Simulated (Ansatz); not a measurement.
## Pd: levels along high-symmetry lines

```
Pd
1.0
     2.77414    0.00000    0.00000
    -1.38707    2.40248    0.00000
     0.00000    0.00000    4.62631
Pd
2
Direct
  0.33333 0.66667 0.25000
  0.66667 0.33333 0.75000
```

Atom numbers follow the list: Pd1, Pd2.

The structure comes from a relaxation in the same program, started in the hcp type, and has space group P6_3/mmc. Whether it is a known phase or the ground state wasn't checked.

Spin polarisation is left out, and whether a magnetic state lies lower isn't shown here.

Computed with DFT, PBE, all-electron LAPW, scalar-relativistic (Ansatz 0.2.0).

The runs use a Γ-centred 15×15×8 k mesh, Fermi–Dirac smearing of 0.08 eV, basis error target 0.25 meV/atom, no spin polarisation.

Points in fractions of the reciprocal vectors of this cell: Γ (0, 0, 0), M (0.5, 0, 0), K (0.333, 0.333, 0), A (0, 0, 0.5), L (0.5, 0, 0.5), H (0.333, 0.333, 0.5). The path joins them by straight lines in the order Γ–M–K–Γ–A–L–H–A–L; legs that retrace an earlier one aren't tabulated. Energies are in eV from the Fermi level.

Is there a gap?

none: bands cross the Fermi level, a metal.

List the levels between -8 and 6 eV at the symmetry points.


Γ: -6.84, -5.00, -2.78, -2.57 (×2), -2.24 (×2), -1.58 (×2), -0.24 (×2), 0.91
M: -4.88, -4.49, -4.41, -2.57, -2.37, -2.03, -1.66, 0.00, 0.01, 0.19, 2.54, 4.41
K: -4.28, -3.58 (×2), -3.20, -2.72 (×2), -1.74, -0.49 (×2), -0.38, 5.81
A: -5.25 (×2), -2.72 (×2), -2.61 (×4), -0.67 (×4)
L: -4.85 (×2), -3.91 (×2), -1.46 (×2), -0.45 (×2), 0.12 (×2), 2.64 (×2)
H: -3.83 (×2), -3.41 (×2), -2.63 (×2), -1.71 (×2), -0.18 (×2)
